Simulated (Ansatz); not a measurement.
The system is Pb.

```
Pb
1.0
    -1.97966    1.97966    1.97966
     1.97966   -1.97966    1.97966
     1.97966    1.97966   -1.97966
Pb
1
Direct
  0.00000 0.00000 0.00000
```

This isn't the form of Pb at room conditions, which is fcc.

Base run:

```yaml
Program: Ansatz 0.2.0
Functional: LDA
Potentials_or_basis: Ansatz PAW
Cutoff: "420 eV (not typed: the program's choice for these potentials)"
k_mesh: 7 × 7 × 7
Occupations: fermi-dirac, width 0.05 eV
Spin: spin-orbit coupling, no magnetisation
```

Its results: band gap on the k mesh none (metal or under the smearing width); pressure -3.1 GPa.

Question: After a change of settings the same cell gave: band gap on the k mesh none (metal or under the smearing width); pressure -1.6 GPa. Which change was it?
A. functional from LDA to PBEsol
B. k mesh from 7 × 7 × 7 to 9 × 9 × 9; spin from spin-orbit coupling, no magnetisation to no spin polarisation; potential files from those of the base run to others of the same set
C. functional from LDA to PBE

Answer: A.

PBEsol binds less tightly than LDA, so the same cell stands under more pressure.

Caveats: the PAW data sets come from PBE, with cores solved anew for the run's functional, which leaves a small shift of forces and pressure.
